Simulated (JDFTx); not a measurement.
Crystal: Ge.

```
Ge
1.0
     0.00000    2.82891    2.82891
     2.82891    0.00000    2.82891
     2.82891    2.82891    0.00000
Ge
2
Cartesian
  4.2434 4.2434 4.2434
  2.8289 2.8289 2.8289
```

```yaml
Program: JDFTx 1.7.0 (patched build)
Task: relaxation of cell and atoms
Functional: PBE
Potentials_or_basis: PseudoDojo-SR-PBE-0.5-standard with smoothed tails
Cutoff: 1061 eV
Density_cutoff: 8490 eV
k_mesh: 4 × 4 × 4
Occupations: fermi-dirac, width 0.05 eV
Spin: no spin polarisation
```

At the start: pressure 4.4 GPa; volume 22.64 Å³/atom.

Q: How do energy, volume and symmetry change on relaxing?

A: Over 6 steps the energy falls by 22.8 meV/atom and the volume is 24.29 Å³/atom (+7.3 %); space group Fd-3m (No. 227, to 0.05 Å).

The path:
```
step  energy change (eV)  largest force (eV/Å)  pressure (GPa)  volume (Å³)
   1              0.0000                0.0000            4.39        45.28
   2             -0.0230                0.0000            3.18        46.24
   3             -0.0449                0.0000           -0.52        49.01
   4             -0.0456                0.0000           -0.02        48.60
   5             -0.0456                0.0000            0.00        48.58
   6             -0.0456                0.0000            0.00        48.58
```

Final structure:
```
Ge
1.0
     0.00000    2.89617    2.89617
     2.89617    0.00000    2.89617
     2.89617    2.89617    0.00000
Ge
2
Direct
  0.75000 0.75000 0.75000
  0.50000 0.50000 0.50000
```

Caveat: the k mesh is coarse (spacing up to 0.48 Å⁻¹), so the values aren't converged; the plane waves are those of the starting cell, so after so large a change of volume the result is rough.
